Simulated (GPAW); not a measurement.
Runs of GPAW 26.7.0 on Ga. The structure is orthorhombic, space group Cmcm (No. 63). Conventional cell: a = 7.634 Å, b = 4.653 Å, c = 4.488 Å, α = 90.00°, β = 90.00°, γ = 90.00°. Ga (site symmetry m) has 7 Ga at 2.48 to 2.76 Å as nearest neighbours. This isn't the form of Ga at room conditions, which is orthorhombic.

| task | level | potentials or basis | cell | k mesh | optimizer | fmax | max steps | convergence | band path | gap on the mesh (eV) | pressure (GPa) | V0 of scaled cells (Å³/atom) | relaxed volume (Å³/atom) | B0 (GPa) | largest force (eV/Å) |
| --- | --- | --- | --- | --- | --- | --- | --- | --- | --- | --- | --- | --- | --- | --- | --- |
| single point | PBEsol | PAW data sets generated in the run's folder for this functional, pw | as given | 7 × 7 × 6 | - | - | - | - | - | none | 0.8 | - | - | - | 0.04 |
| relaxation of cell and atoms | PBEsol+D3(BJ)+ATM | PAW data sets generated in the run's folder for this functional, pw | relaxed | 6 × 6 × 5 | BFGS | 0.02 eV/Å | 60 | density=1e-05 forces=0.0001 | - | none | 0.0 | - | 19.24 | - | - |
| relaxation of cell and atoms | PBEsol | PAW data sets generated in the run's folder for this functional, pw | relaxed | 6 × 6 × 5 | BFGS | 0.02 eV/Å | 60 | density=1e-05 forces=0.0001 | - | none | 0.0 | - | 20.00 | - | 0.01 |
| relaxation of cell and atoms | PBEsol+D3(BJ) | PAW data sets generated in the run's folder for this functional, pw | relaxed | 6 × 6 × 5 | BFGS | 0.02 eV/Å | 60 | density=1e-05 forces=0.0001 | - | none | 0.0 | - | 19.17 | - | - |
| relaxation of cell and atoms | PBEsol+D3 | PAW data sets generated in the run's folder for this functional, pw | relaxed | 6 × 6 × 5 | BFGS | 0.02 eV/Å | 60 | density=1e-05 forces=0.0001 | - | none | 0.0 | - | 19.61 | - | 0.01 |
| band structure | LDA | the program's PAW data sets (release 1.2.1) made for this functional, pw | as given | 6 × 6 × 5 | - | - | - | - | GXSRAZGYX1A1TY,ZT | - | -1.6 | - | - | - | 0.01 |
| equation of state | LDA | the program's PAW data sets (release 1.2.1) made for this functional, pw | as given | 6 × 6 × 5 | - | - | - | - | - | - | - | (a) | - | 64 | - |
| relaxation of cell and atoms | PBEsol+D4 | PAW data sets generated in the run's folder for this functional, pw | relaxed | 6 × 6 × 5 | BFGS | 0.02 eV/Å | 60 | density=1e-05 forces=0.0001 | - | none | 0.0 | - | 19.26 | - | - |
| band structure | PBEsol | PAW data sets generated in the run's folder for this functional, pw | as given | 6 × 6 × 5 | - | - | - | - | GXSRAZGYX1A1TY,ZT | - | (b) | - | - | - | 0.04 |
| equation of state | PBEsol | PAW data sets generated in the run's folder for this functional, pw | as given | 7 × 7 × 6 | - | - | - | - | - | - | - | 20.19 | - | 58 | - |

Alike in all rows: no spin polarisation; cutoff (eV) 600; smearing fermi-dirac 0.05 eV.

Task: Estimate the missing entries.

Result: (a) 19.41; (b) 0.6.

Caveats: later steps reuse the first step's grids (some runs); pairwise dispersion overbinds metals, which lowers pressure and volume (some runs); the cell was scaled at fixed shape and fractional positions, which overstates the stiffness of a crystal with free parameters, most of all of layers and chains (some runs).

A k mesh can miss the band edges, and the runs leave out spin-orbit coupling on Ga.

A gap of «none» marks a metal or a gap under the smearing width.

Not every run made on this cell is shown here.
